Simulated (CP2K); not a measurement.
# BN in CP2K: work function with PBE

Aim: the work function of BN with PBE.

All numbers are computed with CP2K 2026.2; they aren't measurements. Logs are shortened: lines on timing, memory, paths and dates and some standing lists are left out, and cuts for length are marked.

## Step 1: The cell of the first run

The cell holds a slab with vacuum, 8 atoms: a = 2.502 Å, b = 2.502 Å, c = 25.121 Å, α = 90.00°, β = 90.00°, γ = 120.00°.

## Step 2: Work function, PBE (the (0 0 1) slab of BN, cut from the database cell, not relaxed)

File bn_workfunction.inp:

```
&GLOBAL
  PROJECT bn_workfunction
  RUN_TYPE ENERGY_FORCE
  PRINT_LEVEL LOW
&END GLOBAL
&FORCE_EVAL
  METHOD QS
  &DFT
    BASIS_SET_FILE_NAME BASIS_MOLOPT_UZH
    POTENTIAL_FILE_NAME POTENTIAL_UZH
    &MGRID
      CUTOFF 450
      REL_CUTOFF 60
      NGRIDS 4
    &END MGRID
    &QS
      METHOD GPW
      EPS_DEFAULT 1.0E-10
    &END QS
    &KPOINTS
      SCHEME MONKHORST-PACK 12 12 1
      GAMMA_CENTERED T
      SYMMETRY T
      SYMMETRY_BACKEND SPGLIB
    &END KPOINTS
    &SCF
      SCF_GUESS ATOMIC
      EPS_SCF 1.0E-6
      MAX_SCF 100
      ADDED_MOS 22
      CHOLESKY OFF
      EPS_EIGVAL 1.0E-7
      &DIAGONALIZATION ON
        ALGORITHM STANDARD
      &END DIAGONALIZATION
      &MIXING ON
        METHOD BROYDEN_MIXING
        ALPHA 0.2
        BETA 1.5
        NBUFFER 8
      &END MIXING
      &SMEAR ON
        METHOD FERMI_DIRAC
        ELECTRONIC_TEMPERATURE 580.23
      &END SMEAR
    &END SCF
    &XC
      &XC_FUNCTIONAL PBE
      &END XC_FUNCTIONAL
    &END XC
    &PRINT
      &KPOINTS ON
      &END KPOINTS
      &MULLIKEN ON
      &END MULLIKEN
      &MO ON
        ENERGIES T
        OCCUPATION_NUMBERS T
        &EACH
          QS_SCF 0
        &END EACH
        ADD_LAST NUMERIC
      &END MO
      &LOWDIN ON
      &END LOWDIN
      &HIRSHFELD ON
        SHAPE_FUNCTION DENSITY
      &END HIRSHFELD
      &E_DENSITY_CUBE ON
        STRIDE 1
      &END E_DENSITY_CUBE
      &V_HARTREE_CUBE ON
        STRIDE 1
      &END V_HARTREE_CUBE
      &ELF_CUBE ON
        STRIDE 1
      &END ELF_CUBE
    &END PRINT
  &END DFT
  &SUBSYS
    &CELL
      ABC 2.5022435664 2.5022435665 25.1212593807
      ALPHA_BETA_GAMMA 90.0000000000 90.0000000000 120.0000000015
      PERIODIC XYZ
    &END CELL
    &COORD
      SCALED
      B   0.6666666667 0.3333333333 0.2985519112
      N   0.3333333333 0.6666666667 0.2986496838
      B   0.3333333333 0.6666666667 0.4328180462
      N   0.0000000000 0.0000000000 0.4329158188
      B   0.0000000000 0.0000000000 0.5670841812
      N   0.6666666666 0.3333333334 0.5671819538
      B   0.6666666666 0.3333333334 0.7013503162
      N   0.3333333333 0.6666666667 0.7014480888
    &END COORD
    &KIND B
      BASIS_SET TZVP-MOLOPT-PBE-GTH-q3
      POTENTIAL GTH-PBE-q3
    &END KIND
    &KIND N
      BASIS_SET TZVP-MOLOPT-PBE-GTH-q5
      POTENTIAL GTH-PBE-q5
    &END KIND
    &PRINT
      &ATOMIC_COORDINATES ON
      &END ATOMIC_COORDINATES
      &CELL ON
      &END CELL
    &END PRINT
  &END SUBSYS
  &PRINT
    &FORCES ON
    &END FORCES
  &END PRINT
&END FORCE_EVAL
```

Potentials or basis: POTENTIAL_UZH B GTH-PBE-q3, N GTH-PBE-q5; TZVP-MOLOPT-PBE-GTH basis.

Run with:

```bash
$ OMP_NUM_THREADS=1 mpirun -n 2 cp2k.psmp -i bn_workfunction.inp -o bn_workfunction.out
```

bn_workfunction.out:

```text

 CP2K| version string:                                       CP2K version 2026.2
 CP2K| Input file name                                       bn_workfunction.inp

 GLOBAL| Force Environment number                                              1
 GLOBAL| Basis set file name                                    BASIS_MOLOPT_UZH
 GLOBAL| Potential file name                                       POTENTIAL_UZH
 GLOBAL| MM Potential file name                                     MM_POTENTIAL
 GLOBAL| Coordinate file name                                      __STD_INPUT__
 GLOBAL| Method name                                                        CP2K
 GLOBAL| Project name                                            bn_workfunction
 GLOBAL| Run type                                                   ENERGY_FORCE
 GLOBAL| FFT library                                                       FFTW3
 GLOBAL| Diagonalization library                                       ScaLAPACK
 GLOBAL| Cholesky decomposition library                                ScaLAPACK
 GLOBAL| DGEMM library                                                      BLAS
 GLOBAL| Direct generalized diagonalization requested                          F
 GLOBAL| Matrix multiplication library                                 ScaLAPACK
 GLOBAL| Global print level                                                  LOW
 GLOBAL| Total number of message passing processes                             2
 GLOBAL| Number of threads for this process                                    1
 GLOBAL| CPU model name                                                  UNKNOWN

 CELL| Volume [angstrom^3]:                                           136.216966
 CELL| Vector a [angstrom]:       2.502     0.000     0.000   |a| =     2.502244
 CELL| Vector b [angstrom]:      -1.251     2.167     0.000   |b| =     2.502244
 CELL| Vector c [angstrom]:       0.000     0.000    25.121   |c| =    25.121259
 CELL| Angle (b,c), alpha [degree]:                                    90.000000
 CELL| Angle (a,c), beta  [degree]:                                    90.000000
 CELL| Angle (a,b), gamma [degree]:                                   120.000000
 CELL| Numerically orthorhombic:                                              NO
 CELL| Periodicity                                                           XYZ

 CELL_REF| Volume [angstrom^3]:                                       136.216966
 CELL_REF| Vector a [angstrom     2.502     0.000     0.000   |a| =     2.502244
 CELL_REF| Vector b [angstrom    -1.251     2.167     0.000   |b| =     2.502244
 CELL_REF| Vector c [angstrom     0.000     0.000    25.121   |c| =    25.121259
 CELL_REF| Angle (b,c), alpha [degree]:                                90.000000
 CELL_REF| Angle (a,c), beta  [degree]:                                90.000000
 CELL_REF| Angle (a,b), gamma [degree]:                               120.000000
 CELL_REF| Numerically orthorhombic:                                          NO
 CELL_REF| Periodicity                                                       XYZ
[... 10 lines left out ...]

  Total number of            - Atomic kinds:                                   2
                             - Atoms:                                          8
                             - Shell sets:                                     8
                             - Shells:                                        56
                             - Primitive Cartesian functions:                 40
                             - Cartesian basis functions:                    144
                             - Spherical basis functions:                    136

  Maximum angular momentum of- Orbital basis functions:                        2
                             - Local part of the GTH pseudopotential:          2
                             - Non-local part of the GTH pseudopotential:      0

 MODULE QUICKSTEP: ATOMIC COORDINATES IN ANGSTROM

   Atom Kind Element         X             Y             Z       Z(eff)     Mass
      1    1 B     5      1.251122      0.722335      7.500000   3.0000  10.8110
      2    2 N     7     -0.000000      1.444671      7.502456   5.0000  14.0067
      3    1 B     5     -0.000000      1.444671     10.872934   3.0000  10.8110
      4    2 N     7      0.000000      0.000000     10.875391   5.0000  14.0067
      5    1 B     5      0.000000      0.000000     14.245869   3.0000  10.8110
      6    2 N     7      1.251122      0.722335     14.248325   5.0000  14.0067
      7    1 B     5      1.251122      0.722335     17.618803   3.0000  10.8110
      8    2 N     7     -0.000000      1.444671     17.621259   5.0000  14.0067

 SCF PARAMETERS         Density guess:                                    ATOMIC
                        --------------------------------------------------------
                        max_scf:                                             100
[... 7 lines left out ...]
                        --------------------------------------------------------
                        level_shift [a.u.]:                             0.000000
[... 58 lines left out ...]
  ------------------------------------------------------------------------------
     1 NoMix/Diag. 0.20E+00    1.2     1.05047569       -51.6634073858 -5.17E+01
     2 Broy./Diag. 0.20E+00    1.4     0.05466389       -44.9334140119  6.73E+00
     3 Broy./Diag. 0.20E+00    1.4     0.14000003       -47.9227728645 -2.99E+00
     4 Broy./Diag. 0.20E+00    1.4     0.05520961       -50.5662317617 -2.64E+00
     5 Broy./Diag. 0.20E+00    1.4     0.09968586       -50.9390556897 -3.73E-01
     6 Broy./Diag. 0.20E+00    1.4     0.00848527       -51.2018315720 -2.63E-01
     7 Broy./Diag. 0.20E+00    1.4     0.03444060       -51.3402057847 -1.38E-01
     8 Broy./Diag. 0.20E+00    1.4     0.00541960       -51.4591506289 -1.19E-01
     9 Broy./Diag. 0.20E+00    1.4     0.01347509       -51.4775722033 -1.84E-02
    10 Broy./Diag. 0.20E+00    1.4     0.00087749       -51.4967947665 -1.92E-02
    11 Broy./Diag. 0.20E+00    1.4     0.00393795       -51.4923865846  4.41E-03
[... 16 lines left out ...]
    28 Broy./Diag. 0.20E+00    1.4     0.00000609       -51.5087836352 -4.80E-05
    29 Broy./Diag. 0.20E+00    1.4     0.00000811       -51.5087718787  1.18E-05
    30 Broy./Diag. 0.20E+00    1.4     0.00000254       -51.5087611356  1.07E-05
    31 Broy./Diag. 0.20E+00    1.4     0.00000696       -51.5087745689 -1.34E-05
    32 Broy./Diag. 0.20E+00    1.4     0.00000788       -51.5087857280 -1.12E-05
    33 Broy./Diag. 0.20E+00    1.4     0.00000294       -51.5087895563 -3.83E-06
    34 Broy./Diag. 0.20E+00    1.4     0.00000625       -51.5087941355 -4.58E-06
    35 Broy./Diag. 0.20E+00    1.4     0.00000109       -51.5088020005 -7.87E-06
    36 Broy./Diag. 0.20E+00    1.4     0.00000162       -51.5088062506 -4.25E-06
    37 Broy./Diag. 0.20E+00    1.4     0.00000027       -51.5088074923 -1.24E-06

  *** SCF run converged in    37 steps ***

  Electronic density on regular grids:        -31.9999999984        0.0000000016
  Core density on regular grids:               31.9999999967       -0.0000000033
  Total charge density on r-space grids:       -0.0000000017
  Total charge density g-space grids:          -0.0000000017

  Overlap energy of the core charge distribution:               0.00000460780132
  Self energy of the core charge distribution:               -123.60765696367004
  Core Hamiltonian energy:                                     38.10983057680721
  Hartree energy:                                              48.74294932693611
  Exchange-correlation energy:                                -14.75393504017424
  Electronic entropic energy:                                  -0.00000000000000
  Fermi energy:                                                 0.03968980123280

  Total energy:                                               -51.50880749229964
  Total energy (extrapolated to T->0):                        -51.50880749229964

 MO| EIGENVALUES AND OCCUPATION NUMBERS FOR K POINT 1
 MO|
 MO|  Index      Eigenvalue [a.u.]        Eigenvalue [eV]             Occupation
 MO|      1              -0.567668             -15.447038               2.000000
 MO|      2              -0.564788             -15.368654               2.000000
 MO|      3              -0.561554             -15.280663               2.000000
 MO|      4              -0.557855             -15.180003               2.000000
 MO|      5              -0.356679              -9.705723               2.000000
 MO|      6              -0.353626              -9.622655               2.000000
[... 615 lines left out ...]
 MO|     37               0.606570              16.505620               0.000000
 MO|     38               0.771262              20.987101               0.000000
 MO| Sum:                                                              32.000000
 MO| E(Fermi):            0.039690 a.u.          1.080014 eV
 MO| Band gap:            0.355484 a.u.          9.673222 eV

 [... the levels of further k-points ...]

 The electron density is written in Cube    file format to the file:

 bn_workfunction-ELECTRON_DENSITY-1_0.cube

 !-----------------------------------------------------------------------------!
                     Mulliken Population Analysis

 #  Atom  Element  Kind  Atomic population                           Net charge
       1     B        1          2.501037                              0.498963
       2     N        2          5.499357                             -0.499357
       3     B        1          2.477455                              0.522545
       4     N        2          5.517628                             -0.517628
       5     B        1          2.485435                              0.514565
       6     N        2          5.512470                             -0.512470
       7     B        1          2.529196                              0.470804
       8     N        2          5.477422                             -0.477422
 # Total charge                             32.000000                 -0.000000

 !-----------------------------------------------------------------------------!

 !-----------------------------------------------------------------------------!
                           Hirshfeld Charges

  #Atom  Element  Kind  Ref Charge     Population                    Net charge
      1       B      1       3.000          2.782                         0.218
      2       N      2       5.000          5.216                        -0.216
      3       B      1       3.000          2.786                         0.214
      4       N      2       5.000          5.214                        -0.214
      5       B      1       3.000          2.786                         0.214
      6       N      2       5.000          5.214                        -0.214
      7       B      1       3.000          2.784                         0.216
      8       N      2       5.000          5.218                        -0.218

  Total Charge                                                           -0.000
 !-----------------------------------------------------------------------------!

 LOWDIN POPULATION ANALYSIS

 #  Atom  Element  Kind  Atomic population                           Net charge
       1     B        1          3.327171                             -0.327171
       2     N        2          4.670868                              0.329132
       3     B        1          3.339363                             -0.339363
       4     N        2          4.660746                              0.339254
       5     B        1          3.339544                             -0.339544
       6     N        2          4.660584                              0.339416
       7     B        1          3.330100                             -0.330100
       8     N        2          4.671625                              0.328375
 # Total charge                             32.000000                  0.000000

               ----- ELF is computed on the real space grid -----

 ELF is written in Cube    file format to the file:

 bn_workfunction-ELF_S1-1_0.cube

 ENERGY| Total FORCE_EVAL ( QS ) energy [hartree]            -51.508804405760998

 FORCES| Atomic forces [hartree/bohr]
 FORCES|   Atom     x               y               z               |f|
 FORCES|      1  4.83800406E-08 -2.20442128E-08 -1.49106809E-04   1.49106819E-04
 FORCES|      2 -1.85923444E-07  1.07860186E-07 -7.61386093E-04   7.61386123E-04
 FORCES|      3  4.36963935E-08 -4.54797168E-08  3.80915682E-04   3.80915687E-04
 FORCES|      4 -5.84545065E-08  4.46618552E-08 -1.15980184E-03   1.15980184E-03
 FORCES|      5  6.21243687E-08 -3.94570506E-08  4.15735253E-04   4.15735259E-04
 FORCES|      6  8.55287071E-08 -3.86741314E-08  2.52526491E-04   2.52526509E-04
 FORCES|      7  4.91543843E-08 -3.74863904E-08  1.13082372E-03   1.13082372E-03
 FORCES|      8 -1.82475255E-07  1.10439311E-07 -2.21176665E-04   2.21176768E-04
 FORCES| Sum    -1.37969311E-07  7.98198504E-08 -1.11470257E-04
 FORCES| Total atomic force                                       1.11470371E-04
```

Wall time 59 s (2 MPI ranks of Arm Neoverse V2, shared host).

What came out:

| Property | Result |
| --- | --- |
| Free energy | -1401.6258 eV |
| Largest force | 0.060 eV/Å |
| Band gap on the k mesh | 4.23 eV, indirect (least direct gap 4.39 eV) |
| Mulliken charges | B +0.50, +0.52, +0.51, +0.47; N -0.50, -0.52, -0.51, -0.48 e |
| Hirshfeld charges | B +0.22, +0.21; N -0.22, -0.21 e |
| Work function of the upper face | 3.91 eV |
| Work function of the lower face | 3.78 eV |

Forces on the atoms (eV/Å):
```
B    0.000  0.000 -0.008
N    0.000  0.000 -0.039
B    0.000  0.000  0.020
N    0.000  0.000 -0.060
B    0.000  0.000  0.021
N    0.000  0.000  0.013
B    0.000  0.000  0.058
N    0.000  0.000 -0.011
```

Levels at points of the mesh, in eV from the valence-band top:
```tsv
k point	band 12	band 13	band 14	band 15	band 16	band 17	band 18	band 19	band 20	band 21
(0.00, 0.00, 0.00)	-1.62	-1.53	-1.53	-1.43	-1.43	5.36	5.66	6.63	8.02	9.37
(0.00, 0.50, 0.00)	-4.23	-1.33	-1.16	-0.98	-0.79	4.23	4.57	4.89	5.11	9.60
```

Caveat: Mulliken charges move with the basis; the two faces differ and no dipole correction was set, so the vacuum level slopes; with a gap the Fermi level, and so the work function, lies anywhere in the gap; the basis of atomic orbitals isn't converged, which shifts pressures, moduli and gaps.
